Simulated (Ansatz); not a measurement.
The reference is ZnTe in the zinc blende structure (space group F-43m, No. 216; a = 6.1792 Å).

(Cell as relaxed with PBE.)

Levels (all Ansatz, an electronic-structure program, PAW, earlier PAW set): PBE (420 eV, no SOC); r2SCAN (500 eV, scalar-relativistic without spin-orbit coupling).

Each level relaxes its own structure.

```tsv
base	PBE	r2SCAN
volume per atom	29.49 Å³	28.58 Å³
lattice parameter a	11.677 bohr	11.555 bohr
band gap	1.07 eV	1.78 eV
```

It is then changed as follows: an isotropic linear strain of −1.97 %, atoms relaxed at fixed cell.

```json
[
 {"quantity": "energy relative to the base (free energy F)", "PBE": "+15 meV/atom", "r2SCAN": "?"},
 {"quantity": "band gap", "PBE": "1.35 eV", "r2SCAN": "?"},
 {"quantity": "shift of the gap caused by the change", "PBE": "+0.28 eV", "r2SCAN": "?"}
]
```

Predict the r2SCAN column.


- energy relative to the base (free energy F), r2SCAN: +17 meV/atom
- band gap, r2SCAN: 2.09 eV
- shift of the gap caused by the change, r2SCAN: +0.31 eV

PBE's energy relative to the base lies 1.7 meV/atom below r2SCAN's; PBE's band gap lies 0.74 eV below r2SCAN's; PBE's shift of the gap caused by the change lies 0.03 eV below r2SCAN's. Neither level is exact; r2SCAN is the comparison here, not a measurement.

With Te present, leaving out spin-orbit coupling can change the band edges. Stability against distortions was not tested.
